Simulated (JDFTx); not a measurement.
Crystal: BaF2 (Frankdicksonite).

```
Ba F
1.0
     0.00000    3.10005    3.10005
     3.10005    0.00000    3.10005
     3.10005    3.10005    0.00000
Ba F
1 2
Direct
  0.00000 0.00000 0.00000
  0.75000 0.75000 0.75000
  0.25000 0.25000 0.25000
```

Base run:

| Item | Value |
| --- | --- |
| Program | JDFTx 1.7.0 (patched build) |
| Functional | BLYP |
| Potentials or basis | PseudoDojo-SR-PBE-0.5-standard |
| Cutoff | 1143 eV |
| Density cutoff | 9143 eV |
| k mesh | 8 × 8 × 8 |
| Occupations | fermi-dirac, width 0.05 eV |
| Spin | no spin polarisation |

Its results: band gap on the k mesh 6.89 eV, indirect (least direct gap 6.99 eV).

Question: The run is repeated on the same cell with these changes: functional from BLYP to GLLB-SC; occupations from fermi-dirac, width 0.05 eV to fixed. What comes out?

Answer: Band gap on the k mesh, kohn-sham part alone 9.37 eV, indirect (least direct gap 9.50 eV).

Caveats: the empty levels aren't tightly converged; spin-orbit coupling is left out, which moves the levels of the heavy elements; the gap lacks the derivative discontinuity (some runs); a model potential gives levels but no total energy (some runs).

A k mesh can miss the band edges.
